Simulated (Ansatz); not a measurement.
The system is TaS2.

```
Ta S
1.0
     3.35000    0.00000    0.00000
    -1.67500    2.90119    0.00000
     0.00000    0.00000    5.86000
Ta S
1 2
Cartesian
  0.0000 0.0000 0.0000
  1.6750 0.9671 4.3950
  0.0000 1.9341 1.4650
```

Base run:

```yaml
Program: Ansatz 0.2.0
Functional: PBE
Potentials_or_basis: Ansatz PAW
Cutoff: "420 eV (not typed: the program's choice for these potentials)"
k_mesh: 9 × 9 × 5
Occupations: fermi-dirac, width 0.05 eV
Spin: no spin polarisation
Hubbard_terms: Ta d U = 8 eV
```

Its results: band gap on the k mesh none (metal or under the smearing width); pressure 14.3 GPa; largest force 1.324 eV/Å.

Task: The run is repeated on the same cell with these changes: functional from PBE to PBEsol; hubbard terms from Ta d U = 8 eV to Ta d U = 6 eV. What comes out?

Result: Band gap on the k mesh none (metal or under the smearing width); pressure 7.8 GPa; largest force 1.119 eV/Å.

Several settings changed at once, so the effect can't be laid on one alone.

Caveats: spin-orbit coupling is left out, which moves the levels of the heavy elements; this functional lacks dispersion, which binds the layers, so the pressure and a relaxed spacing across them are unreliable; U without spin polarisation on a metal has little footing; forces of over 1 eV/Å show positions far from the minimum, so gaps and moduli don't describe the material at rest; the PAW data sets come from PBE, with cores solved anew for the run's functional, which leaves a small shift of forces and pressure (some runs).
